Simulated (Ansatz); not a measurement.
**Ag (Fm-3m), random displacements**

Computed with DFT PBE, scalar-relativistic, plane waves, PAW in Ansatz 0.2.0. Settings: plane waves to 420 eV, k-mesh 10×10×10 (Γ-centred), Gaussian smearing 0.15 eV. No spin polarisation. Energies are free energies at this smearing, counted from the undisturbed cell; pressure is positive in compression.

Reference structure (as given, not relaxed at this level):

```
Ag
1.0
    -4.08620   -4.08620    0.00000
     0.00000   -4.08620    4.08620
    -4.08620    0.00000    4.08620
Ag
8
Direct
  0.50000 0.00000 0.00000
  0.00000 0.00000 0.00000
  0.50000 0.50000 0.00000
  0.00000 0.50000 0.00000
  0.50000 0.00000 0.50000
  0.00000 0.00000 0.50000
  0.50000 0.50000 0.50000
  0.00000 0.50000 0.50000
```

The atoms are displaced (Å, in the unstrained cell):

| atom | ux | uy | uz |
| --- | --- | --- | --- |
| Ag1 | -0.270 | 0.238 | 0.015 |
| Ag2 | 0.156 | -0.280 | -0.128 |
| Ag3 | 0.259 | -0.064 | -0.161 |
| Ag4 | 0.116 | 0.276 | 0.212 |
| Ag5 | -0.130 | -0.132 | -0.077 |
| Ag6 | 0.150 | -0.048 | 0.105 |
| Ag7 | -0.089 | 0.298 | 0.171 |
| Ag8 | -0.191 | -0.288 | -0.138 |

Strain (Voigt, engineering shear): (0.0101, -0.0014, -0.0438, -0.0216, 0.0250, -0.0146).

Problem. What are the energy change, the stress and the forces?

Solution. ΔE = 268.9 meV/atom; stress (xx, yy, zz, yz, xz, xy; compression positive) (20.78, 12.67, 18.28, -0.20, -3.58, 4.08) GPa.
```csv
atom,Fx (eV/Å),Fy,Fz
Ag1,1.90,-0.72,0.99
Ag2,-0.72,1.26,0.58
Ag3,-2.54,0.01,1.48
Ag4,-1.22,-0.92,-1.08
Ag5,0.28,-0.06,-0.64
Ag6,-0.82,0.18,-0.25
Ag7,0.57,-0.98,-1.36
Ag8,2.55,1.22,0.27
```

Cost: 1 run of about 7.8 core-minutes, on Arm Neoverse V2 (shared hosts).